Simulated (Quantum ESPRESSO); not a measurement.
## Ag: band structure with LDA

The system is Ag.

```
Ag
1.0
     0.00000    2.04275    2.04275
     2.04275    0.00000    2.04275
     2.04275    2.04275    0.00000
Ag
1
Cartesian
  0.0000 0.0000 0.0000
```

| Quantity | Value |
| --- | --- |
| Program | Quantum ESPRESSO 7.5 |
| Task | band structure |
| Functional | LDA |
| Potentials or basis | SG15 PBE 1.2 |
| Cutoff | 952 eV |
| Density cutoff | 3810 eV |
| k mesh | 11 × 11 × 11 |
| Occupations | fermi-dirac, width 0.05 eV |
| Spin | no spin polarisation |
| Form of the LDA correlation | PZ81 |
| Mixing beta | 0.5 |
| Most SCF iterations | 120 |
| SCF threshold | 2e-10 Ry |

```
Pressure               : -8.7 GPa
Band gap on the k mesh : none (metal or under the smearing width)
```

Levels at the corners of the path, in eV from the Fermi level:
```
point  band 5  band 6  band 7  band 8  band 9  band 10  band 11  band 12  band 13  band 14
    Γ   -8.10   -4.92   -4.92   -4.92   -3.85    -3.85    16.07    19.47    19.47    19.47
    X   -6.59   -6.45   -3.07   -2.83   -2.83     1.30     6.46    10.37    10.37    17.02
    W   -5.82   -5.21   -5.21   -3.85   -2.83     5.71     5.71     6.60     8.05    22.66
    K   -6.15   -5.72   -4.20   -3.63   -3.12     4.05     4.96     6.90    12.48    16.69
    Γ   -8.10   -4.92   -4.92   -4.92   -3.85    -3.85    16.07    19.47    19.47    19.47
    L   -6.58   -4.94   -4.94   -3.04   -3.04    -0.67     3.33    15.28    17.58    17.58
    U   -6.15   -5.72   -4.20   -3.63   -3.12     4.05     4.96     6.90    12.48    16.69
    W   -5.82   -5.21   -5.21   -3.85   -2.83     5.71     5.71     6.60     8.05    22.66
    L   -6.58   -4.94   -4.94   -3.04   -3.04    -0.67     3.33    15.28    17.58    17.58
    K   -6.15   -5.72   -4.20   -3.63   -3.12     4.05     4.96     6.90    12.48    16.69
    U   -6.15   -5.72   -4.20   -3.63   -3.12     4.05     4.96     6.90    12.48    16.69
    X   -6.59   -6.45   -3.07   -2.83   -2.83     1.30     6.46    10.37    10.37    17.02
```

It took 24 s on 1 thread of Arm Neoverse V1, on a shared host, peak memory 0.09 GiB.

Caveat: the potentials were made for another functional, which shifts forces and pressure.
